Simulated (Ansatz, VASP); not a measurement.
# Ge: VASP beside Ansatz

Contents of INCAR:

```
PREC = Accurate
ENCUT = 520
EDIFF = 1E-6
ISMEAR = -1
SIGMA = 0.08
LREAL = F
LASPH = T
NELM = 100
ALGO = Normal
ISIF = 2
LWAVE = F
LCHARG = T
GGA = PE
LELF = T
LVHAR = T
NBANDS = 13
```

The input KPOINTS:

```
Automatic mesh
0
Gamma
  16 16 16
```

Contents of POSCAR:

```
Ge
1.0
   -1.5435367172      1.5435367172      1.5435367172
    1.5435367172     -1.5435367172      1.5435367172
    1.5435367172      1.5435367172     -1.5435367172
Ge
1
Direct
    0.0000000000      0.0000000000      0.0000000000
```

Input for Ansatz:

```yaml
crystal:
  lattice:
    - [-1.5435367172, 1.5435367172, 1.5435367172]
    - [1.5435367172, -1.5435367172, 1.5435367172]
    - [1.5435367172, 1.5435367172, -1.5435367172]
  atoms:
    - { symbol: Ge, position: [0.0, 0.0, 0.0] }
kpoints:
  mp_grid: { grid: [16, 16, 16] }
scf:
  occupations: { method: fermi_dirac, width: 0.08 }
hamiltonian:
  xc: pbe
  pseudopotentials: { kind: paw }
output:
  forces: true
  stress: true
  eigenvalues: true
  populations: true
```

Change from the starting cell: volume scaled by 0.76, PAW files.

Alike in both runs: task single point; functional PBE; k mesh 16 × 16 × 16; occupations fermi-dirac, width 0.08 eV; no spin polarisation.

|  | VASP | Ansatz |
| --- | --- | --- |
| version | VASP 6.6.1 | Ansatz 0.2.0 |
| potentials or method | VASP PAW PBE potentials, release 64 (Ge_d) | PAW with Ansatz's default frozen-core files, scalar-relativistic |
| plane-wave cutoff (eV) | 520 | 420 |
| valence electrons in the cell | 14 | 14 |

VASP gave:

```
pressure (GPa) : 31.3
```

Question: Which values does Ansatz return?

Answer: Pressure (GPa): 31.4.

Caveats: so large a pressure means that the cell lies far from this level's equilibrium, or that cutoff or potentials fall short (VASP).
